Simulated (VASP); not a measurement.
# TiSi2 (Fddd) in VASP: a series of runs, part 2 of 2

VASP 6.6.1. The steps go on from the part before.

## 3. Optical spectrum, PBE

INCAR reads:

```
SYSTEM = TiSi2
PREC = Accurate
ENCUT = 520
EDIFF = 1E-6
ISMEAR = 0
SIGMA = 0.02
LREAL = .False.
LASPH = .True.
NELM = 100
ALGO = Fast
ISIF = 2
LWAVE = .False.
LCHARG = .False.
GGA = PE
LOPTICS = .True.
NBANDS = 68
NEDOS = 1000
CSHIFT = 0.1
```

KPOINTS reads:

```
Automatic mesh
0
Gamma
  7 7 7
  0 0 0
```

POSCAR reads:

```
TiSi2
1.0
    0.0000000000      4.1175163063      4.2628978354
    2.3895119538      0.0000000000      4.2628978354
    2.3895119538      4.1175163063      0.0000000000
Ti Si
2 4
Direct
    0.7500000000      0.7500000000      0.7500000000
    0.5000000000      0.5000000000      0.5000000000
    0.4125656100      0.0874343900      0.4125656100
    0.0874343900      0.4125656100      0.0874343900
    0.1625656100      0.8374343900      0.1625656100
    0.8374343900      0.1625656100      0.8374343900
```

Potentials or basis: VASP PAW PBE potentials, release 64 (Ti_sv, Si).

Started as:

```console
> cat potpaw_PBE.64/Ti_sv/POTCAR potpaw_PBE.64/Si/POTCAR > POTCAR
> mpirun -np 1 vasp_std > vasp.out
```

OUTCAR:

```text
SYSTEM = TiSi2
   PREC = Accurate
   ENCUT = 520
   EDIFF = 1E-6
   ISMEAR = 0
   LREAL = .False.
   LASPH = .True.
   NELM = 100
   ISIF = 2
   GGA = PE

 ion  position               nearest neighbor table
   1  0.750  0.750  0.750-   6 2.55   5 2.55   6 2.55   5 2.55   3 2.74   3 2.74   4 2.74   4 2.74
                             3 2.78   4 2.78
   2  0.500  0.500  0.500-   4 2.55   3 2.55   4 2.55   3 2.55   5 2.74   5 2.74   6 2.74   6 2.74
                             5 2.78   6 2.78
   3  0.413  0.087  0.413-   6 2.52   6 2.52   2 2.55   2 2.55   4 2.68   1 2.74   1 2.74   1 2.78
                             4 2.79   4 2.79
   4  0.087  0.413  0.087-   5 2.52   5 2.52   2 2.55   2 2.55   3 2.68   1 2.74   1 2.74   1 2.78
                             3 2.79   3 2.79
   5  0.163  0.837  0.163-   4 2.52   4 2.52   1 2.55   1 2.55   6 2.68   2 2.74   2 2.74   2 2.78
                             6 2.79   6 2.79
   6  0.837  0.163  0.837-   3 2.52   3 2.52   1 2.55   1 2.55   5 2.68   2 2.74   2 2.74   2 2.78
                             5 2.79   5 2.79

  LATTYP: Found a face centered orthorhombic cell.
 ALAT       =     4.7790239076
 B/A-ratio  =     1.7231620456
 C/A-ratio  =     1.7840035613

  Lattice vectors:

 A1 = (   0.0000000000,   4.1175163063,   4.2628978354)
 A2 = (   2.3895119538,   0.0000000000,   4.2628978354)
 A3 = (   2.3895119538,   4.1175163063,   0.0000000000)

Analysis of symmetry for initial positions (statically):
=====================================================================
 Subroutine PRICEL returns:
 Original cell was already a primitive cell.
[... 1062 lines left out ...]
    total drift:                               -0.000000     -0.000000      0.000000

  FREE ENERGIE OF THE ION-ELECTRON SYSTEM (eV)
  ---------------------------------------------------
  free  energy   TOTEN  =       -40.6821267957 eV

  energy  without entropy=      -40.6812961979  energy(sigma->0) =      -40.68171150

 electrical conductivity sigma (Mega S m-1) (frequency dependency in vasprun.xml)
  --------------------------------------------------------------------------------------
       0.116       0.000       0.000
       0.000       0.064       0.000
       0.000       0.000       0.012

  frequency dependent IMAGINARY DIELECTRIC FUNCTION (independent particle, no local field effects) density-density
     E(ev)      X         Y         Z        XY        YZ        ZX
  --------------------------------------------------------------------------------------------------------------
     0.00000    -0.00000    -0.00000    -0.00000     0.00000     0.00000     0.00000
     1.02259    13.49783    49.83296    40.45506     0.00000     0.00000     0.00000
     2.04519    16.98649    27.94200    18.73569     0.00000     0.00000     0.00000
     3.06778    29.54601    17.74187    23.13937     0.00000     0.00000     0.00000
     4.09037    30.47597    21.20499    37.45376     0.00000     0.00000     0.00000
     5.11297    30.61556    22.27508    22.84070     0.00000     0.00000     0.00000
[... 92 lines left out ...]
   100.21417     0.00000     0.00000     0.00000     0.00000     0.00000     0.00000
   101.23676     0.00000     0.00000     0.00000     0.00000     0.00000     0.00000

  frequency dependent      REAL DIELECTRIC FUNCTION (independent particle, no local field effects) density-density
     E(ev)        X           Y           Z          XY          YZ          ZX
  --------------------------------------------------------------------------------------------------------------
     0.00000    75.24392   157.24128    64.56042     0.00000     0.00000     0.00000
     1.02259    30.40459    17.34926    25.60749     0.00000     0.00000     0.00000
     2.04519    11.41780    12.46218    12.52080     0.00000     0.00000     0.00000
     3.06778    10.53682     6.05960    15.39406     0.00000     0.00000     0.00000
     4.09037     6.56243     9.02009    -0.95623     0.00000     0.00000     0.00000
     5.11297    -3.03406    -2.30426    -3.50771     0.00000     0.00000     0.00000
[... 92 lines left out ...]
   100.21417     0.95231     0.95201     0.95155     0.00000     0.00000     0.00000
   101.23676     0.95333     0.95303     0.95258     0.00000     0.00000     0.00000

  frequency dependent IMAGINARY DIELECTRIC FUNCTION (independent particle, no local field effects) current-current
     E(ev)      X         Y         Z        XY        YZ        ZX
  --------------------------------------------------------------------------------------------------------------
     0.00000    61.35479   170.03222    23.30976     0.00000     0.00000     0.00000
     1.02259    13.57993    51.14167    40.93542     0.00000     0.00000     0.00000
     2.04519    17.04503    28.05986    18.84091     0.00000     0.00000     0.00000
     3.06778    29.62017    17.85263    23.36608     0.00000     0.00000     0.00000
     4.09037    30.41122    21.27274    37.45299     0.00000     0.00000     0.00000
     5.11297    30.60446    22.24006    22.81277     0.00000     0.00000     0.00000
[... 92 lines left out ...]
   100.21417     0.00000     0.00000     0.00000     0.00000     0.00000     0.00000
   101.23676     0.00000     0.00000     0.00000     0.00000     0.00000     0.00000

  frequency dependent      REAL DIELECTRIC FUNCTION (independent particle, no local field effects) current-current
     E(ev)        X           Y           Z          XY          YZ          ZX
  --------------------------------------------------------------------------------------------------------------
     0.00000    29.45728    14.20831    42.95810     0.00000     0.00000     0.00000
     1.02259    27.69210    11.13365    19.47652     0.00000     0.00000     0.00000
     2.04519     9.95608    10.52300    10.83328     0.00000     0.00000     0.00000
     3.06778     9.14157     5.15713    13.96329     0.00000     0.00000     0.00000
     4.09037     5.50271     8.26359    -2.20102     0.00000     0.00000     0.00000
     5.11297    -3.95969    -3.06940    -4.26946     0.00000     0.00000     0.00000
[... 92 lines left out ...]
   100.21417     0.95240     0.95216     0.95162     0.00000     0.00000     0.00000
   101.23676     0.95342     0.95318     0.95265     0.00000     0.00000     0.00000
```

OSZICAR:

```text
N       E                     dE             d eps       ncg     rms          rms(c)
DAV:   1     0.375205202191E+03    0.37521E+03   -0.14429E+04  8704   0.625E+02
DAV:   2     0.173189716929E+01   -0.37347E+03   -0.34559E+03  8776   0.204E+02
DAV:   3    -0.409884741599E+02   -0.42720E+02   -0.40818E+02 10900   0.656E+01
DAV:   4    -0.441956011859E+02   -0.32071E+01   -0.31342E+01 12104   0.150E+01
DAV:   5    -0.443190809048E+02   -0.12348E+00   -0.12338E+00 10176   0.273E+00    0.186E+01
RMM:   6    -0.415065123276E+02    0.28126E+01   -0.33558E+00 12334   0.706E+00    0.723E+00
RMM:   7    -0.407684744995E+02    0.73804E+00   -0.22624E-01 12604   0.183E+00    0.503E+00
RMM:   8    -0.407120802214E+02    0.56394E-01   -0.21140E-01 13210   0.149E+00    0.170E+00
RMM:   9    -0.406930625879E+02    0.19018E-01   -0.62889E-02 13191   0.103E+00    0.891E-01
RMM:  10    -0.406824593461E+02    0.10603E-01   -0.12717E-02 14085   0.382E-01    0.348E-01
RMM:  11    -0.406822775667E+02    0.18178E-03   -0.48159E-03 14000   0.246E-01    0.147E-01
RMM:  12    -0.406821041466E+02    0.17342E-03   -0.10253E-03 14184   0.111E-01    0.522E-02
RMM:  13    -0.406821179544E+02   -0.13808E-04   -0.34031E-04 14338   0.613E-02    0.773E-03
RMM:  14    -0.406821240461E+02   -0.60917E-05   -0.80068E-05 14634   0.269E-02    0.148E-02
RMM:  15    -0.406821260925E+02   -0.20464E-05   -0.29795E-05 14167   0.181E-02    0.104E-02
RMM:  16    -0.406821267957E+02   -0.70315E-06   -0.68741E-06 13512   0.733E-03
   1 F= -.40682127E+02 E0= -.40681711E+02  d E =-.830598E-03
 imaginary and real dielectric function
```

stdout:

```text
POSCAR found type information on POSCAR TiSi
 POSCAR found :  2 types and       6 ions
 scaLAPACK will be used
 LDA part: xc-table for (Slater+PW92), standard interpolation
 POSCAR, INCAR and KPOINTS ok, starting setup
 FFT: planning ... GRIDC
 FFT: planning ... GRID_SOFT
 FFT: planning ... GRID
 WAVECAR not read
 entering main loop
WARNING in EDDRMM: call to ZHEGV failed, returncode =   6  3     51
WARNING in EDDRMM: call to ZHEGV failed, returncode =   8  4     42
WARNING in EDDRMM: call to ZHEGV failed, returncode =   6  3     52
WARNING in EDDRMM: call to ZHEGV failed, returncode =   6  3     30
WARNING in EDDRMM: call to ZHEGV failed, returncode =   6  3     38
 optical routines
 imaginary and real dielectric function
 recalculating local potential from charge density
 direction            1
 direction            2
 direction            3
```

It took 11 min on 1 thread of Intel Xeon Platinum 8175M at 2.50GHz (Skylake/Cascade Lake), shared host; peak memory 0.63 GiB.

Results:

| Property | Result |
| --- | --- |
| Free energy | -40.6821 eV |
| Pressure | 2.0 GPa |
| Largest force | 0.015 eV/Å |
| Band gap on the k mesh | none (metal or under the smearing width) |

Forces on the atoms (eV/Å):
```
Ti   0.000  0.000  0.000
Ti   0.000  0.000  0.000
Si   0.000  0.015  0.000
Si   0.000 -0.015  0.000
Si   0.000  0.015  0.000
Si   0.000 -0.015  0.000
```

Stress tensor (GPa, compression positive):
```
2.34 0.00 0.00
0.00 0.73 0.00
0.00 0.00 2.87
```

Dielectric function (mean over the directions given):
| energy (eV) | real part | imaginary part |
| --- | --- | --- |
| 0.31 | 36.96 | 27.56 |
| 1.33 | 18.88 | 20.26 |
| 2.35 | 11.58 | 20.03 |
| 3.37 | 7.12 | 19.19 |
| 4.40 | 2.79 | 21.33 |
| 5.42 | -5.86 | 16.71 |
| 6.44 | -10.14 | 7.90 |
| 7.46 | -7.47 | 3.96 |
| 8.49 | -5.37 | 2.15 |
| 9.51 | -3.77 | 1.39 |
| 10.63 | -2.75 | 0.70 |
| 11.66 | -2.06 | 0.61 |
| 12.68 | -1.44 | 0.40 |
| 13.70 | -1.07 | 0.31 |
| 14.73 | -0.75 | 0.23 |
| 15.75 | -0.49 | 0.15 |
| 16.77 | -0.27 | 0.12 |
| 17.79 | -0.10 | 0.10 |
| 18.82 | 0.05 | 0.09 |
| 19.94 | 0.18 | 0.08 |

Caveat: spectra need much finer meshes, so this one isn't converged; independent-particle spectra lack excitons; the intraband (Drude) part of a metal's response may be missing.

## 4. Band structure, LAK

INCAR reads:

```
SYSTEM = TiSi2
ALGO = Normal
EDIFF = 1E-7
ENCUT = 520
ISIF = 2
ISMEAR = -1
LASPH = .True.
LCHARG = .False.
LMAXMIX = 4
LMIXTAU = .True.
LREAL = .False.
LWAVE = .False.
METAGGA = LAK
NELM = 60
PREC = Accurate
SIGMA = 0.05
```

KPOINTS reads:

```
k-points
0
Gamma
  7 7 7
  0 0 0
```

POSCAR is that of step 3.

KPOINTS_OPT reads:

```
path GYTZGXA1Y,TX1,XAZ,LG
10
line-mode
reciprocal
 0.0000000000  0.0000000000  0.0000000000  G
 0.5000000000  0.0000000000  0.5000000000  Y

 0.5000000000  0.0000000000  0.5000000000  Y
 1.0000000000  0.5000000000  0.5000000000  T

 1.0000000000  0.5000000000  0.5000000000  T
 0.5000000000  0.5000000000  0.0000000000  Z

 0.5000000000  0.5000000000  0.0000000000  Z
 0.0000000000  0.0000000000  0.0000000000  G

 0.0000000000  0.0000000000  0.0000000000  G
 0.0000000000  0.4127457158  0.4127457158  X

 0.0000000000  0.4127457158  0.4127457158  X
 0.5000000000  0.2443551471  0.7443551471  A1

 0.5000000000  0.2443551471  0.7443551471  A1
 0.5000000000  0.0000000000  0.5000000000  Y

 1.0000000000  0.5000000000  0.5000000000  T
 1.0000000000  0.5872542842  0.5872542842  X1

 0.0000000000  0.4127457158  0.4127457158  X
 0.5000000000  0.7556448529  0.2556448529  A

 0.5000000000  0.7556448529  0.2556448529  A
 0.5000000000  0.5000000000  0.0000000000  Z

 0.5000000000  0.5000000000  0.5000000000  L
 0.0000000000  0.0000000000  0.0000000000  G
```

Started as:

```console
> cat potpaw_PBE.64/Ti_sv/POTCAR potpaw_PBE.64/Si/POTCAR > POTCAR
> mpirun -np 1 vasp_std > vasp.out
```

Wall time 13 min (1 thread of Intel Xeon Platinum 8488C (Sapphire Rapids), shared host); peak memory 0.37 GiB.

It converged, with:

```
Free energy             : -22.3665 eV
Pressure                : 1.7 GPa
Largest force           : 0.086 eV/Å
Band gap along the path : none (metal or under the smearing width)
```

Forces in eV/Å, atoms in the order of the input:
```
Ti   0.000  0.000  0.000
Ti   0.000  0.000  0.000
Si   0.000 -0.086  0.000
Si   0.000  0.086  0.000
Si   0.000 -0.086  0.000
Si   0.000  0.086  0.000
```

Stress tensor (GPa, compression positive):
```
2.02 0.00 0.00
0.00 0.51 0.00
0.00 0.00 2.50
```

Levels at the corners of the path, in eV from the Fermi level:
| point | band 17 | band 18 | band 19 | band 20 | band 21 | band 22 | band 23 | band 24 |
| --- | --- | --- | --- | --- | --- | --- | --- | --- |
| Γ | -2.53 | -2.51 | -2.16 | -1.71 | -1.01 | 2.35 | 3.47 | 3.72 |
| Y | -2.59 | -2.59 | -0.95 | -0.95 | 1.43 | 1.43 | 3.65 | 3.67 |
| Y | -2.59 | -2.59 | -0.95 | -0.95 | 1.43 | 1.43 | 3.65 | 3.70 |
| T | -1.21 | -1.21 | -0.76 | -0.76 | 0.94 | 0.94 | 2.52 | 2.52 |
| T | -1.21 | -1.21 | -0.76 | -0.76 | 0.94 | 0.94 | 2.52 | 2.52 |
| Z | -1.92 | -1.92 | -1.11 | -1.11 | 0.84 | 0.84 | 3.45 | 3.46 |
| Z | -1.92 | -1.92 | -1.11 | -1.11 | 0.84 | 0.84 | 3.45 | 3.46 |
| Γ | -2.53 | -2.51 | -2.16 | -1.71 | -1.01 | 2.35 | 3.47 | 3.72 |
| Γ | -2.53 | -2.51 | -2.16 | -1.71 | -1.01 | 2.35 | 3.47 | 3.72 |
| X | -1.56 | -0.46 | 0.06 | 0.18 | 0.81 | 1.07 | 1.93 | 2.77 |
| X | -1.56 | -0.46 | 0.06 | 0.18 | 0.81 | 1.07 | 1.93 | 2.77 |
| A1 | -1.91 | -1.91 | -1.54 | -1.54 | 1.54 | 1.54 | 2.40 | 2.40 |
| A1 | -1.91 | -1.91 | -1.54 | -1.54 | 1.54 | 1.54 | 2.40 | 2.40 |
| Y | -2.59 | -2.59 | -0.95 | -0.95 | 1.43 | 1.43 | 3.66 | 3.67 |
| T | -1.21 | -1.21 | -0.76 | -0.76 | 0.94 | 0.94 | 2.52 | 2.52 |
| X1 | -1.56 | -0.46 | 0.06 | 0.18 | 0.81 | 1.07 | 1.93 | 2.77 |
| X | -1.56 | -0.46 | 0.06 | 0.18 | 0.81 | 1.07 | 1.93 | 2.77 |
| A | -1.91 | -1.91 | -1.54 | -1.54 | 1.54 | 1.54 | 2.40 | 2.40 |
| A | -1.91 | -1.91 | -1.54 | -1.54 | 1.54 | 1.54 | 2.40 | 2.40 |
| Z | -1.92 | -1.92 | -1.11 | -1.11 | 0.84 | 0.84 | 3.45 | 3.47 |
| L | -2.14 | -1.16 | -0.02 | 0.18 | 1.06 | 1.51 | 1.80 | 2.45 |
| Γ | -2.53 | -2.51 | -2.16 | -1.71 | -1.01 | 2.35 | 3.47 | 3.72 |

Caveat: the PAW data sets were made with another functional, which shifts forces and pressure a little.

## 5. Summary

```tsv
task	level	smearing	pressure (GPa)	largest force (eV/Å)
band structure	RPBE	fermi-dirac 0.05 eV	-	-
optical spectrum	PBE	gaussian 0.02 eV	2.0	0.02
band structure	LAK	fermi-dirac 0.05 eV	1.7	0.09
```

Alike in all rows: potentials or basis VASP PAW PBE potentials, release 64 (Ti_sv, Si); no spin polarisation; cell as given; k mesh 7 × 7 × 7; cutoff (eV) 520.

Caveats: the PAW data sets were made with another functional, which shifts forces and pressure a little (some runs); spectra need much finer meshes, so this one isn't converged (some runs); independent-particle spectra lack excitons (some runs); the intraband (Drude) part of a metal's response may be missing (some runs).

Absolute energies hang on the potentials; compare differences alone.
